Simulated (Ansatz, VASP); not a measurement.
# Two plane-wave programs on AlCo

File INCAR:

```
SYSTEM = AlCo
  ALGO = Fast
  EDIFF = 1E-7
  ENCUT = 520
  GGA = PE
  ISIF = 2
  ISMEAR = 0
  LASPH = .TRUE.
  LCHARG = .TRUE.
  LELF = .TRUE.
  LREAL = .FALSE.
  LVHAR = .TRUE.
  LWAVE = .FALSE.
  NBANDS = 20
  NELM = 80
  PREC = Accurate
  SIGMA = 0.15
```

File KPOINTS:

```
k-points
0
G
  12 12 6
  0 0 0
```

POSCAR

```
AlCo
1.0
    2.8519024034      0.0000000000      0.0000000000
    0.0000000000      2.8519024034      0.0000000000
    0.0000000000      0.0000000000      5.7038048068
Al Co
2 2
Direct
   -0.0036904427      0.0003478613      0.0048030112
    0.0036904427     -0.0003478613      0.4951969888
    0.5069708440      0.5153830475      0.2486585075
    0.4930291560      0.4846169525      0.7513414925
```

Input for Ansatz:

```yaml
crystal:
  lattice:
    - [2.8519024034, 0.0, 0.0]
    - [0.0, 2.8519024034, 0.0]
    - [0.0, 0.0, 5.7038048068]
  atoms:
    - { symbol: Al, position: [-0.0036904427, 0.0003478613, 0.0048030112] }
    - { symbol: Al, position: [0.0036904427, -0.0003478613, 0.4951969888] }
    - { symbol: Co, position: [0.506970844, 0.5153830475, 0.2486585075] }
    - { symbol: Co, position: [0.493029156, 0.4846169525, 0.7513414925] }
basis:
  ecutwfc: 420
kpoints:
  mp_grid: { grid: [12, 12, 6] }
hamiltonian:
  xc: pbe
scf:
  occupations: { method: gaussian, width: 0.15 }
output:
  forces: true
  stress: true
  eigenvalues: true
```

Alike in both runs: task single point; functional PBE; k mesh 12 × 12 × 6; occupations gaussian, width 0.15 eV; no spin polarisation.

|  | VASP | Ansatz |
| --- | --- | --- |
| version | VASP 6.6.1 | Ansatz 0.2.0 |
| potentials or method | VASP PAW PBE potentials, release 64 (Al, Co) | scalar-relativistic, plane waves, PAW |
| plane-wave cutoff (eV) | 520 | 420 |
| valence electrons in the cell | 24 | 40 |

VASP gave:

```
gap on the k mesh at the Fermi level (eV)       : none
pressure (GPa)                                  : 0.3
largest component of the traceless stress (GPa) : 0.14
rms of the force components (eV/Å)              : 0.258
```

What did Ansatz give for the same quantities?

gap on the k mesh at the Fermi level (eV): none; pressure (GPa): 0.4; largest component of the traceless stress (GPa): 0.13; rms of the force components (eV/Å): 0.259.

Atom by atom the forces differ by 0.001 eV/Å (rms over components). A gap of «none» marks a metal or a gap that the smearing closes. The two sets of potentials don't hold the same shells in valence.

Spin polarisation is off, so any magnetic state and its effect on volume and gap are missing.
